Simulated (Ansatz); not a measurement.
Crystal: SiO2.

```
CELL_PARAMETERS angstrom
-2.47729 2.47729 3.65567
2.47729 -2.47729 3.65567
2.47729 2.47729 -3.65567
ATOMIC_POSITIONS crystal
Si 0.75000 0.25000 0.50000
Si 0.00000 0.00000 0.00000
O 0.87500 0.02821 0.65321
O 0.77821 0.12500 0.15321
O 0.97179 0.62500 0.84679
O 0.37500 0.22179 0.34679
```

The cell comes from a database or a generator and needn't be the stable form of this composition.

* Program: Ansatz 0.2.0
* Task: single point
* Functional: PBE
* Potentials or basis: all-electron LAPW, scalar-relativistic
* Cutoff: 554 eV (chosen from the basis error)
* Basis error allowed: 0.001 eV/atom
* k mesh: 8 × 8 × 8
* Occupations: fermi-dirac, width 0.05 eV
* Spin: no spin polarisation

On this cell: pressure 4.4 GPa; largest force 0.271 eV/Å; band gap on the k mesh 5.93 eV, direct.

The same run follows on a disturbed copy (atoms moved at random, drawn with an rms of 0.05 Å):

```
Si O
1.0
    -2.47729    2.47729    3.65567
     2.47729   -2.47729    3.65567
     2.47729    2.47729   -3.65567
Si O
2 4
Direct
  0.74618 0.24992 0.50364
  0.00524 0.99513 0.00944
  0.87470 0.03536 0.65694
  0.78566 0.13328 0.16771
  0.96721 0.61505 0.83692
  0.38207 0.22429 0.35237
```

**Question.** What does the disturbed cell give?

**Answer.** The energy moves by +34.9 meV/atom; pressure 6.4 GPa; largest force 2.758 eV/Å; band gap on the k mesh 5.86 eV, direct.

Forces in eV/Å, atoms in the order of the input:
```
Si  -1.227  0.620  0.552
Si   0.187 -1.471  0.775
O   -0.312  2.160 -1.686
O   -1.139 -0.252  0.493
O    1.992  0.717  1.314
O    0.499 -1.774 -1.448
```

Stress tensor (GPa, compression positive):
```
 6.55 -0.93  1.94
-0.93  6.41  3.07
 1.94  3.07  6.21
```

A k mesh can miss the band edges.
